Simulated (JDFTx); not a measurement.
Runs of JDFTx 1.7.0 (patched build) on P. The structure is orthorhombic, space group Cmce (No. 64). Conventional cell: a = 3.295 Å, b = 10.930 Å, c = 4.544 Å, α = 90.00°, β = 90.00°, γ = 90.00°. Around P (site symmetry m) lie 3 P at 2.20 to 2.25 Å. 

| task | level | potentials or basis | cell | k mesh | cutoff (eV) | max SCF steps | SCF threshold on the energy | solver of the electrons | further solve for the empty bands | band ratio of the Davidson solver | mesh quality | gap on the mesh (eV) | pressure (GPa) | largest force (eV/Å) |
| --- | --- | --- | --- | --- | --- | --- | --- | --- | --- | --- | --- | --- | --- | --- |
| single point | LDA | PseudoDojo-SR-LDA-0.4.1-standard with smoothed tails | as given | 8 × 8 × 6 | 653 | 100 | 1e-09 Ha | scf | yes | - | not flagged | 0.02 | -2.3 | 0.17 |
| single point | PBEsol | PseudoDojo-SR-PBEsol-0.4.1-standard with smoothed tails | as given | 8 × 8 × 6 | 599 | 100 | 1e-09 Ha | scf | yes | - | not flagged | (a) | -0.6 | 0.30 |
| single point | SCAN | SG15-PBE-1.2 with smoothed tails | as given | 3 × 3 × 2 | 1088 | 100 | 1e-09 Ha | scf | yes | - | coarse | 0.89 | 1.3 | (b) |
| relaxation of cell and atoms | r2SCAN | SG15-PBE-1.2 with smoothed tails | relaxed | 3 × 3 × 2 | 1088 | 100 | 1e-09 Ha | scf | no | - | coarse | 0.60 | 0.0 | - |

Alike in all rows: no spin polarisation; smearing fermi-dirac 0.05 eV.

Q: Fill in the values left out.

A: (a) 0.01; (b) 0.28.

Caveats: some runs use coarse meshes; the empty levels aren't tightly converged (some runs); meta-GGA forces are noisy on this grid (some runs); the potentials were made for another functional, which shifts forces and pressure (some runs); an odd mesh through Γ misses points on the zone boundary, where band edges often lie (some runs).

Runs at the PBE level aren't shown here.
